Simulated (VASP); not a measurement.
**SnO2: relaxation of the atoms with r2SCAN**

Crystal: SnO2.

```xyz
3
Lattice="0.0000 2.5741 2.5741 2.5741 0.0000 2.5741 2.5741 2.5741 0.0000" Properties=species:S:1:pos:R:3 pbc="T T T"
Sn    0.0088   -0.0824   -0.0271
O     3.8206    3.7627    3.9656
O     1.2548    1.2890    1.2708
```

The cell comes from a database or a generator and needn't be the stable form of this composition.

The cell isn't the ideal one: atoms moved at random, drawn with an rms of 0.1 Å.

```json
{
 "Program": "VASP 6.6.1",
 "Task": "relaxation of the atoms",
 "Functional": "r2SCAN",
 "Potentials or basis": "VASP PAW PBE potentials, release 64 (Sn_d, O)",
 "Cutoff": "520 eV",
 "k mesh": "7 × 7 × 7",
 "Occupations": "gaussian, width 0.05 eV",
 "Spin": "no spin polarisation",
 "Further INCAR settings": "ALGO = Normal; EDIFF = 1e-06; IBRION = 2; EDIFFG = -0.01; NSW = 40"
}
```

The energy gained by relaxing is 43.3 meV/atom, the ionic steps are 8 and the pressure after relaxing is -8.6 GPa. The largest force after relaxing is 0.007 eV/Å. The band gap on the k mesh is 0.46 eV, indirect (least direct gap 1.70 eV).

Forces on the atoms (eV/Å):
```
Sn  -0.001  0.000 -0.002
O    0.004  0.004  0.004
O   -0.004 -0.003 -0.002
```

Step by step:
```
step  energy change (eV)  largest force (eV/Å)  pressure (GPa)
   1              0.0000                1.5047           -6.72
   2             -0.1190                0.3444           -8.40
   3             -0.1268                0.1910           -8.52
   4             -0.1268                0.1966           -8.52
   5             -0.1294                0.0824           -8.58
   6             -0.1298                0.0279           -8.59
   7             -0.1298                0.0291           -8.59
   8             -0.1299                0.0068           -8.59
```

Final structure:
```
CELL_PARAMETERS angstrom
0.00000 2.57415 2.57415
2.57415 0.00000 2.57415
2.57415 2.57415 0.00000
ATOMIC_POSITIONS crystal
Sn 0.99655 0.01143 0.98029
O 0.74646 0.76134 0.73025
O 0.24653 0.26141 0.23039
```

Levels at points of the mesh, in eV from the valence-band top:
```csv
k point,band 9,band 10,band 11,band 12,band 13,band 14,band 15,band 16,band 17
"(0.00, 0.00, 0.00)",-2.78,-2.78,-1.24,-1.24,-1.24,0.46,7.80,7.81,7.81
```

Run time: 24 min on 1 thread of Intel(R) Xeon(R) Platinum 8488C (Sapphire Rapids), with other jobs on the host, peak memory 0.24 GiB.

Caveat: the PAW data sets were made with another functional, which shifts forces and pressure a little; spin-orbit coupling is left out, which moves the levels of the heavy elements; an odd mesh through Γ misses points on the zone boundary, where band edges often lie.
